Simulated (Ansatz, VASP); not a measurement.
One calculation of GaSb, two programs

Contents of INCAR:

```
SYSTEM = GaSb
  ALGO = Normal
  EDIFF = 1E-7
  ENCUT = 520
  GGA = PE
  ISIF = 2
  ISMEAR = 0
  LASPH = .True.
  LCHARG = .True.
  LELF = .True.
  LREAL = .False.
  LVHAR = .True.
  LWAVE = .False.
  NBANDS = 26
  NELM = 100
  PREC = Accurate
  SIGMA = 0.1
```

File KPOINTS:

```
k-points
0
Gamma
  8 8 6
  0 0 0
```

File POSCAR:

```
GaSb
1.0
    4.3938492978      0.0000000000      0.0000000000
    0.0000000000      4.3938492978      0.0000000000
    0.0000000000      0.0000000000      6.2138412679
Ga Sb
2 2
Direct
    0.0000000000      0.0000000000      0.0000000000
    0.5000000000      0.5000000000      0.5000000000
    0.0000000000      0.5000000000      0.2500000000
    0.5000000000      1.0000000000      0.7500000000
```

Input for Ansatz:

```yaml
crystal:
  lattice:
    - [4.3938492978, 0.0, 0.0]
    - [0.0, 4.3938492978, 0.0]
    - [0.0, 0.0, 6.2138412679]
  atoms:
    - { symbol: Ga, position: [0.0, 0.0, 0.0] }
    - { symbol: Ga, position: [0.5, 0.5, 0.5] }
    - { symbol: Sb, position: [0.0, 0.5, 0.25] }
    - { symbol: Sb, position: [0.5, 1.0, 0.75] }
basis:
  ecutwfc: 420
kpoints:
  mp_grid: { grid: [8, 8, 6] }
hamiltonian:
  xc: pbe
scf:
  occupations: { method: gaussian, width: 0.1 }
output:
  forces: true
  stress: true
  eigenvalues: true
```

Alike in both runs: task single point; functional PBE; k mesh 8 × 8 × 6; occupations gaussian, width 0.1 eV; no spin polarisation.

```csv
,VASP,Ansatz
version,VASP 6.6.1,Ansatz 0.2.0
potentials or method,"VASP PAW PBE potentials, release 64 (Ga_d, Sb)","scalar-relativistic, plane waves, PAW"
plane-wave cutoff (eV),520,420
valence electrons in the cell,36,56
```

|  | VASP | Ansatz | Ansatz less VASP |
| --- | --- | --- | --- |
| gap on the k mesh at the Fermi level (eV) | none | none | - |
| pressure (GPa) | 0.1 | 0.0 | -0.07 |

A gap of «none» marks a metal or a gap that the smearing closes. The functional is the same, so the differences come from potentials, cutoffs and numerics. The two sets of potentials don't hold the same shells in valence.

Spin-orbit coupling is left out, which matters for the levels of Sb.
